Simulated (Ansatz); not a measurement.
A run of Ansatz 0.2.0 is set up as follows.

input.yaml

```yaml
crystal:
  lattice:
    - [0.0, 2.7431, 2.7431]
    - [2.7431, 0.0, 2.7431]
    - [2.7431, 2.7431, 0.0]
  atoms:
    - { symbol: Yb, position: [0.0, 0.0, 0.0], spin: 1.0 }
kpoints:
  mp_grid: { grid: [8, 8, 8] }
scf:
  occupations: { method: gaussian, width: 0.1 }
hamiltonian:
  xc: pbesol
  pseudopotentials: { kind: all_electron, lapw: { basis_error: 0.001 } }
magnetization:
  spin_polarized: true
output:
  forces: true
  stress: true
  eigenvalues: true
```

Potentials or basis: all-electron LAPW, scalar-relativistic.

Run with:

```console
$ ansatz run input.yaml --threads 2 --pin off --max-ram 6144MiB --backend cpu --events-out ev --progress --plain --runs-dir out
```

(1) Estimate the absolute moment.

(2) Estimate the net moment.

(3) Estimate the pressure.

(4) Estimate the band gap on the k mesh.

Answers

(1) 0.00 μB per cell.

(2) 0.00 μB per cell.

(3) -3.3 GPa.

(4) none (metal or under the smearing width).

Caveat: an open f shell can end in a state above the lowest; spin-orbit coupling is left out, which moves the levels of the heavy elements; the starting moments weren't kept.
